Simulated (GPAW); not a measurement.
# NaCl (Pm-3m) in GPAW: further runs, part 2 of 2

GPAW 26.7.0. The steps go on from the part before.

## (4) Relaxation of cell and atoms, PBE, target pressure 2 GPa, at which the enthalpy is minimised

The input, run.py:

```python
from ase import Atoms
from ase.filters import FrechetCellFilter
from ase.io import write
from ase.optimize import BFGS
from ase.units import GPa
from gpaw import GPAW, PW

atoms = Atoms(['Cl', 'Na'],
              cell=[[3.50219, 0.0, 0.0],
                    [0.0, 3.50219, 0.0],
                    [0.0, 0.0, 3.50219]],
              scaled_positions=[[0.5, 0.5, 0.5],
                                [0.0, 0.0, 0.0]],
              pbc=True)

calc = GPAW(mode=PW(800),
            xc='PBE',
            kpts={'size': (8, 8, 8), 'gamma': True},
            occupations={'name': 'fermi-dirac', 'width': 0.05},
            nbands=15,
            convergence={'density': 1e-05, 'forces': 0.0001},
            maxiter=150,
            txt='gpaw.txt')
atoms.calc = calc
opt = BFGS(FrechetCellFilter(atoms, scalar_pressure=2 * GPa), trajectory='relax.traj', logfile='-')
done = opt.run(fmax=0.02, steps=100)
calc.write('gs.gpw')
write('result.traj', atoms)
print('Converged:', done)
print('Cell:', atoms.cell.cellpar().round(4))
print('Volume:', round(atoms.get_volume(), 4))
print(atoms.get_scaled_positions().round(5))
```

Potentials or basis: GPAW PAW data sets (gpaw-data 1.2.1), pw.

The run is started by

```console
OMP_NUM_THREADS=1 python run.py
```

gpaw.txt:

```text
__  _  _
 | _ |_)|_||  |
 |__||  | ||/\| - 26.7.0

Input parameters:
  mode=PW(ecut=800.0),
  convergence={'density': 1e-05, 'forces': 0.0001},
  kpts=MonkhorstPack(size=(8, 8, 8), gamma=True),
  maxiter=150,
  nbands=15,
  occupations=Occupations(name='fermi-dirac', width=0.05),
  xc=XC(name='PBE')

Diagonalizing LCAO Hamiltonian
Converting LCAO to pw mode
   .--------.
  /|        |
 * |        |
 | |   Cl   |
 | .--------.
 |/        /
 Na-------*

Atoms  # Å, Bohr magnetons
|   | symbol |        x |        y |        z |    initial magnetic moments |
|---|--------|----------|----------|----------|-----------------------------|
| 0 |     Cl | 1.751095 | 1.751095 | 1.751095 | ( 0.0000,  0.0000,  0.0000) |
[... 537 lines left out ...]

Interpolating wave functions to new cell

             Cl

       Na

Atoms  # Å, Bohr magnetons
|   | symbol |         x |         y |         z |    initial magnetic moments |
|---|--------|-----------|-----------|-----------|-----------------------------|
| 0 |     Cl |  1.712540 |  1.712540 |  1.712540 | ( 0.0000,  0.0000,  0.0000) |
| 1 |     Na | -0.000000 | -0.000000 | -0.000000 | ( 0.0000,  0.0000,  0.0000) |

Unit cell  # Å
| periodic |        x |        y |         z |  lengths |    angles |
|----------|----------|----------|-----------|----------|-----------|
|      yes | 3.425081 | 0.000000 | -0.000000 | 3.425081 | 90.000000 |
|      yes | 0.000000 | 3.425081 |  0.000000 | 3.425081 | 90.000000 |
|      yes | 0.000000 | 0.000000 |  3.425081 | 3.425081 | 90.000000 |

Number of symmetries: 48
Symmetry operations  # r_c * U_cc + t_c -> r_c
|    | kind |            matrix            |
|----|------|------------------------------|
|  0 |  E   |  1, 0, 0,  0, 1, 0,  0, 0, 1 |
|  1 |  σ   |  1, 0, 0,  0, 1, 0,  0, 0,-1 |
|  2 |  σ   |  1, 0, 0,  0, 0, 1,  0, 1, 0 |
|  3 |  C4  |  1, 0, 0,  0, 0, 1,  0,-1, 0 |
|  4 |  C4  |  1, 0, 0,  0, 0,-1,  0, 1, 0 |
|  5 |  σ   |  1, 0, 0,  0, 0,-1,  0,-1, 0 |
|  6 |  σ   |  1, 0, 0,  0,-1, 0,  0, 0, 1 |
|  7 |  C2  |  1, 0, 0,  0,-1, 0,  0, 0,-1 |
|  8 |  σ   |  0, 1, 0,  1, 0, 0,  0, 0, 1 |
[... 230 lines left out ...]
Stress tensor  # eV/Ang^3
|         x |         y |         z |
|-----------|-----------|-----------|
| -0.013429 |  0.000000 |  0.000000 |
|  0.000000 | -0.013429 |  0.000000 |
|  0.000000 |  0.000000 | -0.013429 |

Forces  # eV/Ang
|       x |       y |        z |
|---------|---------|----------|
| 0.00000 | 0.00000 | -0.00000 |  # Cl   0
| 0.00000 | 0.00000 |  0.00000 |  # Na   1

# Writing to gs.gpw (mode='')
```

stdout:

```text
Step          Energy          fmax
BFGS:    0       -5.930382        0.251856
BFGS:    1       -5.932958        0.231506
BFGS:    2       -5.946010        0.019007
Converged: True
Cell: [ 3.4251  3.4251  3.4251 90.     90.     90.    ]
Volume: 40.1802
[[0.5 0.5 0.5]
 [0.  0.  0. ]]
```

It took 50 s on 1 thread of Arm Neoverse V1, shared host; peak memory 0.2 GiB.

What came out:

* Free energy: -6.4476 eV
* Relaxed volume: 20.09 Å³/atom
* Relaxed cell: a = 3.425 Å, b = 3.425 Å, c = 3.425 Å, α = 90.00°, β = 90.00°, γ = 90.00°
* Space group after relaxing (to 0.05 Å): Pm-3m (No. 221)
* Energy change on relaxing (the enthalpy is what falls): +9.5 meV/atom
* Ionic steps: 3
* Pressure after relaxing: 2.2 GPa
* Band gap on the k mesh: 4.22 eV, indirect (least direct gap 4.76 eV)

The path:
| step | energy change (eV) | largest force (eV/Å) | pressure (GPa) | volume (Å³) |
| --- | --- | --- | --- | --- |
| 1 | 0.0000 | 0.0000 | 0.12 | 42.96 |
| 2 | 0.0003 | 0.0000 | 0.26 | 42.72 |
| 3 | 0.0190 | 0.0000 | 2.15 | 40.18 |

Final structure:
```
Cl Na
1.0
     3.42508    0.00000    0.00000
     0.00000    3.42508    0.00000
     0.00000    0.00000    3.42508
Cl Na
1 1
Direct
  0.50000 0.50000 0.50000
  0.00000 0.00000 0.00000
```

Levels at points of the mesh, in eV from the valence-band top:
| k point | band 5 | band 6 | band 7 | band 8 | band 9 | band 10 |
| --- | --- | --- | --- | --- | --- | --- |
| (0.00, 0.00, 0.00) | -0.55 | -0.55 | -0.55 | 4.22 | 8.45 | 8.45 |
| (0.50, 0.00, 0.00) | -3.25 | -0.29 | -0.29 | 7.13 | 9.04 | 10.36 |
| (0.50, 0.50, 0.00) | -2.50 | -2.50 | 0.00 | 5.52 | 9.96 | 11.50 |
| (0.50, 0.50, 0.50) | -2.06 | -2.06 | -2.06 | 7.09 | 7.09 | 7.09 |

Caveat: later steps reuse the first step's grids.

## (5) Relaxation of cell and atoms, LDA

Edit run.py of step 4 so:

```diff
@@ -4,3 +4,2 @@
 from ase.optimize import BFGS
-from ase.units import GPa
 from gpaw import GPAW, PW
@@ -16,3 +15,3 @@
 calc = GPAW(mode=PW(800),
-            xc='PBE',
+            xc='LDA',
             kpts={'size': (8, 8, 8), 'gamma': True},
@@ -24,3 +23,3 @@
 atoms.calc = calc
-opt = BFGS(FrechetCellFilter(atoms, scalar_pressure=2 * GPa), trajectory='relax.traj', logfile='-')
+opt = BFGS(FrechetCellFilter(atoms), trajectory='relax.traj', logfile='-')
 done = opt.run(fmax=0.02, steps=100)
```

Potentials or basis: the program's PAW data sets (release 1.2.1) made for this functional, pw.

The run is started by

```console
OMP_NUM_THREADS=1 python run.py
```

gpaw.txt:

```text
__  _  _
 | _ |_)|_||  |
 |__||  | ||/\| - 26.7.0

Input parameters:
  mode=PW(ecut=800.0),
  convergence={'density': 1e-05, 'forces': 0.0001},
  kpts=MonkhorstPack(size=(8, 8, 8), gamma=True),
  maxiter=150,
  nbands=15,
  occupations=Occupations(name='fermi-dirac', width=0.05),
  xc=XC(name='LDA')

Diagonalizing LCAO Hamiltonian
Converting LCAO to pw mode
   .--------.
  /|        |
 * |        |
 | |   Cl   |
 | .--------.
 |/        /
 Na-------*

Atoms  # Å, Bohr magnetons
|   | symbol |        x |        y |        z |    initial magnetic moments |
|---|--------|----------|----------|----------|-----------------------------|
| 0 |     Cl | 1.751095 | 1.751095 | 1.751095 | ( 0.0000,  0.0000,  0.0000) |
[... 822 lines left out ...]
| 0 |     Cl |  1.687584 |  1.687584 |  1.687584 | ( 0.0000,  0.0000,  0.0000) |
| 1 |     Na | -0.000000 | -0.000000 | -0.000000 | ( 0.0000,  0.0000,  0.0000) |

Unit cell  # Å
| periodic |         x |         y |         z |  lengths |    angles |
|----------|-----------|-----------|-----------|----------|-----------|
|      yes |  3.375167 |  0.000000 |  0.000000 | 3.375167 | 90.000000 |
|      yes | -0.000000 |  3.375167 | -0.000000 | 3.375167 | 90.000000 |
|      yes |  0.000000 | -0.000000 |  3.375167 | 3.375167 | 90.000000 |

Number of symmetries: 48
Symmetry operations  # r_c * U_cc + t_c -> r_c
|    | kind |            matrix            |
|----|------|------------------------------|
|  0 |  E   |  1, 0, 0,  0, 1, 0,  0, 0, 1 |
|  1 |  σ   |  1, 0, 0,  0, 1, 0,  0, 0,-1 |
|  2 |  σ   |  1, 0, 0,  0, 0, 1,  0, 1, 0 |
|  3 |  C4  |  1, 0, 0,  0, 0, 1,  0,-1, 0 |
|  4 |  C4  |  1, 0, 0,  0, 0,-1,  0, 1, 0 |
|  5 |  σ   |  1, 0, 0,  0, 0,-1,  0,-1, 0 |
|  6 |  σ   |  1, 0, 0,  0,-1, 0,  0, 0, 1 |
|  7 |  C2  |  1, 0, 0,  0,-1, 0,  0, 0,-1 |
|  8 |  σ   |  0, 1, 0,  1, 0, 0,  0, 0, 1 |
[... 222 lines left out ...]
Gap: 3.990 eV
Transition (v -> c):
  (s=0, k=30, n=6, [0.50, 0.50, 0.00]) -> (s=0, k=0, n=7, [0.00, 0.00, 0.00])
Direct/indirect transitions are different
Direct gap: 4.597 eV
Transition at: (s=0, k=0, n=6, [0.00, 0.00, 0.00])

Stress tensor  # eV/Ang^3
|         x |         y |        z |
|-----------|-----------|----------|
|  0.000636 | -0.000000 | 0.000000 |
| -0.000000 |  0.000636 | 0.000000 |
|  0.000000 |  0.000000 | 0.000636 |

Forces  # eV/Ang
|        x |        y |        z |
|----------|----------|----------|
| -0.00000 |  0.00000 |  0.00000 |  # Cl   0
| -0.00000 | -0.00000 | -0.00000 |  # Na   1

# Writing to gs.gpw (mode='')
```

stdout:

```text
Step          Energy          fmax
BFGS:    0       -7.091170        0.407226
BFGS:    1       -7.097997        0.380506
BFGS:    2       -7.137689        0.082601
BFGS:    3       -7.139353        0.012230
Converged: True
Cell: [ 3.3752  3.3752  3.3752 90.     90.     90.    ]
Volume: 38.4491
[[0.5 0.5 0.5]
 [0.  0.  0. ]]
```

It took 64 s on 1 thread of Arm Neoverse V1, shared host; peak memory 0.2 GiB.

Results:

```yaml
Free_energy: -7.1394 eV
Relaxed_volume: 19.22 Å³/atom
Relaxed_cell: a = 3.375 Å, b = 3.375 Å, c = 3.375 Å, α = 90.00°, β = 90.00°, γ = 90.00°
Space_group_after_relaxing_to_0.05_Å: Pm-3m (No. 221)
Energy_gained_by_relaxing: 24.1 meV/atom
Ionic_steps: 4
Pressure_after_relaxing: -0.1 GPa
Band_gap_on_the_k_mesh: 3.99 eV, indirect (least direct gap 4.60 eV)
```

The path:
| step | energy change (eV) | largest force (eV/Å) | pressure (GPa) | volume (Å³) |
| --- | --- | --- | --- | --- |
| 1 | 0.0000 | 0.0000 | -3.04 | 42.96 |
| 2 | -0.0068 | 0.0000 | -2.86 | 42.58 |
| 3 | -0.0465 | 0.0000 | 0.70 | 37.61 |
| 4 | -0.0482 | 0.0000 | -0.10 | 38.45 |

Final structure:
```
CELL_PARAMETERS angstrom
3.37517 0.00000 0.00000
0.00000 3.37517 0.00000
0.00000 0.00000 3.37517
ATOMIC_POSITIONS crystal
Cl 0.50000 0.50000 0.50000
Na 0.00000 0.00000 0.00000
```

Levels at points of the mesh, in eV from the valence-band top:
| k point | band 5 | band 6 | band 7 | band 8 | band 9 | band 10 |
| --- | --- | --- | --- | --- | --- | --- |
| (0.00, 0.00, 0.00) | -0.61 | -0.61 | -0.61 | 3.99 | 8.07 | 8.07 |
| (0.50, 0.00, 0.00) | -3.58 | -0.33 | -0.33 | 6.89 | 9.02 | 10.11 |
| (0.50, 0.50, 0.00) | -2.75 | -2.75 | 0.00 | 5.14 | 9.75 | 11.40 |
| (0.50, 0.50, 0.50) | -2.27 | -2.27 | -2.27 | 6.72 | 6.72 | 6.72 |

Caveat: later steps reuse the first step's grids. A k mesh can miss the band edges.

## (6) Relaxation of cell and atoms, PBEsol

The input, run.py:

```python
from ase.filters import FrechetCellFilter
from ase.io import read, write
from ase.optimize import FIRE
from gpaw import GPAW, PW, setup_paths

setup_paths.insert(0, '.')

atoms = read('NaCl.xyz')

calc = GPAW(mode=PW(800),
            xc='PBEsol',
            kpts={'size': (8, 8, 8), 'gamma': True},
            occupations={'name': 'fermi-dirac', 'width': 0.05},
            nbands=15,
            convergence={'density': 1e-05, 'forces': 0.0001},
            maxiter=150,
            txt='gpaw.txt')
atoms.calc = calc
opt = FIRE(FrechetCellFilter(atoms), trajectory='relax.traj', logfile='-')
done = opt.run(fmax=0.02, steps=60)
calc.write('gs.gpw')
write('result.traj', atoms)
print('Converged:', done)
print('Cell:', atoms.cell.cellpar().round(4))
print('Volume:', round(atoms.get_volume(), 4))
print(atoms.get_scaled_positions().round(5))
```

The input, NaCl.xyz:

```xyz
2
Lattice="3.5021900000 0.0000000000 0.0000000000 0.0000000000 3.5021900000 0.0000000000 0.0000000000 0.0000000000 3.5021900000" Properties=species:S:1:pos:R:3 pbc="T T T"
Cl     1.7510950000      1.7510950000      1.7510950000
Na     0.0000000000      0.0000000000      0.0000000000
```

Potentials or basis: PAW data sets generated in the run's folder for this functional, pw.

The run is started by

```console
gpaw-setup -f PBEsol Cl Na
OMP_NUM_THREADS=1 python run.py
```

Run time: 1.7 min. Hardware: 1 thread of Arm Neoverse V1, shared host; peak memory 0.24 GiB.

Results (log left out):

| Property | Result |
| --- | --- |
| Free energy | -6.7279 eV |
| Relaxed volume | 20.57 Å³/atom |
| Relaxed cell | a = 3.452 Å, b = 3.452 Å, c = 3.452 Å, α = 90.00°, β = 90.00°, γ = 90.00° |
| Space group after relaxing (to 0.05 Å) | Pm-3m (No. 221) |
| Energy gained by relaxing | 3.8 meV/atom |
| Ionic steps | 7 |
| Pressure after relaxing | -0.1 GPa |
| Band gap on the k mesh | 3.98 eV, indirect (least direct gap 4.52 eV) |

The path:
| step | energy change (eV) | largest force (eV/Å) | pressure (GPa) | volume (Å³) |
| --- | --- | --- | --- | --- |
| 1 | 0.0000 | 0.0000 | -1.22 | 42.96 |
| 2 | -0.0008 | 0.0000 | -1.16 | 42.85 |
| 3 | -0.0021 | 0.0000 | -1.05 | 42.65 |
| 4 | -0.0039 | 0.0000 | -0.89 | 42.35 |
| 5 | -0.0056 | 0.0000 | -0.67 | 41.99 |
| 6 | -0.0069 | 0.0000 | -0.41 | 41.57 |
| 7 | -0.0076 | 0.0000 | -0.12 | 41.13 |

Final structure:
```xyz
2
Lattice="3.4519 0.0000 0.0000 0.0000 3.4519 0.0000 0.0000 0.0000 3.4519" Properties=species:S:1:pos:R:3 pbc="T T T"
Cl    1.7259    1.7259    1.7259
Na    0.0000    0.0000    0.0000
```

Levels at points of the mesh, in eV from the valence-band top:
```tsv
k point	band 4	band 5	band 6	band 7	band 8	band 9	band 10	band 11
(0.00, 0.00, 0.00)	-13.53	-0.54	-0.54	-0.54	3.98	8.30	8.30	15.64
(0.50, 0.00, 0.00)	-13.12	-3.20	-0.28	-0.28	6.87	8.79	10.23	11.73
(0.50, 0.50, 0.00)	-12.82	-2.46	-2.46	0.00	5.40	9.75	11.17	11.17
(0.50, 0.50, 0.50)	-12.51	-2.02	-2.02	-2.02	6.93	6.93	6.93	12.03
```

Caveat: later steps reuse the first step's grids.

## (7) The runs side by side

```csv
task,level,potentials or basis,cell,smearing,optimizer,fmax,max steps,target pressure,convergence,gap on the mesh (eV),pressure (GPa),relaxed volume (Å³/atom)
single point,PBEsol+D4,"PAW data sets generated in the run's folder for this functional, pw",volume scaled by 0.92,fermi-dirac 0.1 eV,-,-,-,-,-,4.12,0.6,-
single point,PBE,"GPAW PAW data sets (gpaw-data 1.2.1), pw",as given,gaussian 0.011 eV,-,-,-,-,-,3.98,0.1,-
relaxation of cell and atoms,PBE,"GPAW PAW data sets (gpaw-data 1.2.1), pw",relaxed to 2 GPa,fermi-dirac 0.05 eV,BFGS,0.02 eV/Å,100,2 GPa,density=1e-05 forces=0.0001,4.22,2.2,-
relaxation of cell and atoms,LDA,"the program's PAW data sets (release 1.2.1) made for this functional, pw",relaxed,fermi-dirac 0.05 eV,BFGS,0.02 eV/Å,100,-,density=1e-05 forces=0.0001,3.99,-0.1,19.22
relaxation of cell and atoms,PBEsol,"PAW data sets generated in the run's folder for this functional, pw",relaxed,fermi-dirac 0.05 eV,FIRE,0.02 eV/Å,60,-,density=1e-05 forces=0.0001,3.98,-0.1,20.57
```

Alike in all rows: no spin polarisation; k mesh 8 × 8 × 8; cutoff (eV) 800.

Caveats: later steps reuse the first step's grids (some runs).

Total energies depend on the potentials used, so only differences within one code and one set of settings carry meaning.
